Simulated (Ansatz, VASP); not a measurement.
Given: the input of a run of Ansatz 0.2.0 on Al2O3.

File input.yaml:

```yaml
crystal:
  lattice:
    - [3.017482544, 0.0, 0.0]
    - [-1.508741272, 2.6132165386, 0.0]
    - [0.0, 0.0, 7.5746360022]
  atoms:
    - { symbol: Al, position: [0.0, 0.0, 0.722049] }
    - { symbol: Al, position: [0.0, 0.0, 0.277951] }
    - { symbol: O, position: [0.0, 0.0, 0.5] }
    - { symbol: O, position: [0.6666666667, 0.3333333333, 0.800546] }
    - { symbol: O, position: [0.3333333333, 0.6666666667, 0.199454] }
hamiltonian:
  xc: pbe
  pseudopotentials: { kind: paw }
kpoints:
  mp_grid: { grid: [7, 7, 3] }
  band_path:
    path:
      - [[0.0, 0.0, 0.0], [0.5, 0.0, 0.0], [0.3333333333, 0.3333333333, 0.0], [0.0, 0.0, 0.0], [0.0, 0.0, 0.5], [0.5, 0.0, 0.5], [0.3333333333, 0.3333333333, 0.5], [0.0, 0.0, 0.5]]
      - [[0.5, 0.0, 0.5], [0.5, 0.0, 0.0]]
      - [[0.3333333333, 0.3333333333, 0.0], [0.3333333333, 0.3333333333, 0.5]]
    npoints: 14
scf:
  occupations: { method: fermi_dirac, width: 0.05 }
  n_extra_bands: 12
output:
  forces: true
  stress: true
  eigenvalues: true
  fatbands: false
```

Potentials or basis: Ansatz PAW.

The run is started by

```console
$ ansatz run input.yaml --threads 2 --pin off --max-ram 5632MiB --backend cpu --events-out ev --progress --plain --runs-dir out
```

Problem. Translate it to VASP 6.6.1. Potentials there: VASP PAW PBE potentials, release 64 (Al_GW, O_GW).

Solution. As run (the cutoff follows the program's own potentials):

The input INCAR:

```
PREC = Accurate ; ENCUT = 900
EDIFF = 1E-6 ; ISMEAR = -1
SIGMA = 0.05 ; LREAL = F
LASPH = T ; NELM = 80
ALGO = Fast ; ISIF = 2
LWAVE = F ; LCHARG = F
GGA = PE
```

Contents of KPOINTS:

```
Automatic mesh
0
Gamma
  7 7 3
```

File POSCAR:

```
Al2O3
1.0
    3.0174825440      0.0000000000      0.0000000000
   -1.5087412720      2.6132165386      0.0000000000
    0.0000000000      0.0000000000      7.5746360022
Al O
2 3
Direct
    0.0000000000      0.0000000000      0.7220490000
    0.0000000000      0.0000000000      0.2779510000
    0.0000000000      0.0000000000      0.5000000000
    0.6666666667      0.3333333333      0.8005460000
    0.3333333333      0.6666666667      0.1994540000
```

Contents of KPOINTS_OPT:

```
path GMKGALHA,LM,KH
20
line-mode
reciprocal
 0.0000000000  0.0000000000  0.0000000000  G
 0.5000000000  0.0000000000  0.0000000000  M

 0.5000000000  0.0000000000  0.0000000000  M
 0.3333333333  0.3333333333  0.0000000000  K

 0.3333333333  0.3333333333  0.0000000000  K
 0.0000000000  0.0000000000  0.0000000000  G

 0.0000000000  0.0000000000  0.0000000000  G
 0.0000000000  0.0000000000  0.5000000000  A

 0.0000000000  0.0000000000  0.5000000000  A
 0.5000000000  0.0000000000  0.5000000000  L

 0.5000000000  0.0000000000  0.5000000000  L
 0.3333333333  0.3333333333  0.5000000000  H

 0.3333333333  0.3333333333  0.5000000000  H
 0.0000000000  0.0000000000  0.5000000000  A

 0.5000000000  0.0000000000  0.5000000000  L
 0.5000000000  0.0000000000  0.0000000000  M

 0.3333333333  0.3333333333  0.0000000000  K
 0.3333333333  0.3333333333  0.5000000000  H
```

Potentials or basis: VASP PAW PBE potentials, release 64 (Al_GW, O_GW).

Launch:

```console
$ cat potpaw_PBE.64/Al_GW/POTCAR potpaw_PBE.64/O_GW/POTCAR > POTCAR
$ mpirun -np 1 vasp_std > vasp.out
```

Both were run:

|  | VASP | Ansatz | Ansatz less VASP |
| --- | --- | --- | --- |
| gap on the k mesh at the Fermi level (eV) | 2.30 | 2.30 | -0.003 |
| least direct gap on the mesh (eV) | 2.30 | 2.30 | -0.003 |
| gap along the band path (eV) | 2.30 | 2.30 | -0.003 |
| pressure (GPa) | -0.9 | -0.5 | +0.40 |
| largest component of the traceless stress (GPa) | 0.18 | 0.13 | -0.054 |
| rms of the force components (eV/Å) | 0.059 | 0.054 | -0.0042 |

Atom by atom the forces differ by 0.021 eV/Å (rms over components).

Caveats: the pressure holds a Pulay correction of +0.6 GPa for the finite cutoff (Ansatz).
